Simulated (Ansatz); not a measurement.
# PbTe (zincblende) from LDA to hybrids

All numbers come from Ansatz. Non-magnetic throughout. Whether this structure exists isn't addressed.

The cell is zincblende PbTe; cell and atoms were relaxed with r2SCAN. Space group F-43m (No. 216), cubic; a = 7.283 Å in the conventional setting, 48.29 Å³ an atom. Pb is surrounded by 4 Te at 3.15 Å; Te is surrounded by 4 Pb at 3.15 Å.

```xyz
2
Lattice="0.0000 3.6415 3.6415 3.6415 0.0000 3.6415 3.6415 3.6415 0.0000" Properties=species:S:1:pos:R:3 pbc="T T T"
Pb    0.0000    0.0000    0.0000
Te    1.8207    1.8207    1.8207
```

Gaps on the r2SCAN cell, each the least over its mesh and the special points:
```
                                    level  k mesh  gap (eV)      kind         edges  least direct gap (eV)       rough cost
                                      LDA   6×6×6      0.46  indirect         W → X                   1.07   9 core-seconds
                                      PBE   6×6×6      0.59  indirect         W → X                   1.19  16 core-seconds
                                  PBE+SOC   6×6×6      0.26  indirect         W → Γ                   0.82  40 core-seconds
                                   r2SCAN   6×6×6      0.75  indirect         W → X                   1.37  19 core-seconds
                                    HSE06   4×4×4      0.97  indirect         W → X                   1.63   4 core-minutes
                                HSE06+SOC   4×4×4      0.51  indirect         W → Γ                   1.25  18 core-minutes
                                 DDH-PBE0   4×4×4      1.01  indirect         W → X                   1.65   5 core-minutes
                                     PBE0   4×4×4      1.57  indirect         W → X                   2.27   4 core-minutes
                                  r2SCAN0   4×4×4      1.66  indirect         W → X                   2.37   5 core-minutes
                             Hartree-Fock   4×4×4      4.95  indirect         W → X                   5.86   4 core-minutes
G0W0@PBE (288 empty bands, 120 eV, 4×4×4)   4×4×4      0.93         –  W → X (mesh)                      –   7 core-minutes
```
PBE, PBE+SOC, HSE06+SOC: smearing of 0.02 eV; the others have fixed occupations.
Wave cutoffs: 420 eV, 500 eV (r2SCAN, r2SCAN0).
The G0W0 gap is PBE's gap over the path plus the quasiparticle shift read on the mesh. The G0W0 figures hold for the stated bands, cutoff and mesh and aren't extrapolated.
Costs come from shared machines and give only the order; PBE's includes the band path. The runs had 2 threads of Arm Neoverse N1, with other jobs on the host.

HSE06 gives an indirect gap of 0.97 eV, from W to X; the least direct gap is 1.63 eV at X. Spin-orbit coupling changes the PBE gap by -0.331 eV, to 0.26 eV; at Γ the threefold valence level splits into a fourfold and a twofold level 0.97 eV apart, the fourfold one on top. Spin-orbit coupling changes the HSE06 gap by -0.459 eV, to 0.51 eV; at Γ the threefold valence level splits into a fourfold and a twofold level 1.11 eV apart, the fourfold one on top.

Set against the finite-basis gap of 0.93 eV from G0W0@PBE (288 empty bands, 120 eV, 4×4×4), the closest functional is HSE06, which differs by +0.04 eV, at about 12 times r2SCAN's rough cost; G0W0 itself took about 22 times r2SCAN's rough cost. The others: DDH-PBE0 +0.08, r2SCAN -0.18, PBE -0.35, LDA -0.48, PBE0 +0.64, r2SCAN0 +0.73, Hartree-Fock +4.02 eV. The yardstick's own error is a tenth of an eV or more. r2SCAN covers 42 % of the step from PBE to HSE06, while HSE06 needs about 12 times r2SCAN's rough cost (on a coarser mesh). Spin-orbit coupling changes the least gap by -0.46 eV, while at Γ the distance between the top filled and the lowest empty level goes from 3.66 to 2.17 eV: it reshapes the band edges, and can invert them, so it can't be left out. All these functionals give a gap of the same kind, indirect.

Only the levels marked +SOC include spin-orbit coupling.
